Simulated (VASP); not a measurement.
Cu: single point with PBE

The system is Cu, a sheet with vacuum.

```
Cu
1.0
     3.96243    0.00000    0.00000
    -1.98122    3.43157    0.00000
     0.00000    0.00000   23.80000
Cu
2
Direct
  0.66667 0.33333 0.29412
  0.33333 0.66667 0.29412
```

The cell was built by a generator and needn't be a form met in nature.

```json
{
 "Program": "VASP 6.6.1",
 "Task": "single point",
 "Functional": "PBE",
 "Potentials or basis": "VASP PAW PBE potentials, release 64 (Cu)",
 "Cutoff": "520 eV",
 "k mesh": "18 × 18 × 1",
 "Occupations": "gaussian, width 0.1 eV",
 "Spin": "no spin polarisation"
}
```

```
Band gap on the k mesh : none (metal or under the smearing width)
```

Levels at points of the mesh, in eV from the Fermi level:
| k point | band 9 | band 10 | band 11 | band 12 | band 13 | band 14 |
| --- | --- | --- | --- | --- | --- | --- |
| (0.00, 0.00, 0.00) | -1.13 | -1.13 | -1.06 | 1.39 | 4.61 | 5.06 |
| (0.50, 0.00, 0.00) | -1.01 | -0.98 | -0.47 | 0.03 | 4.39 | 4.61 |

Run time: 3.2 min on 1 thread of Intel(R) Xeon(R) 6975P-C (Granite Rapids) (shared host), peak memory 0.49 GiB.
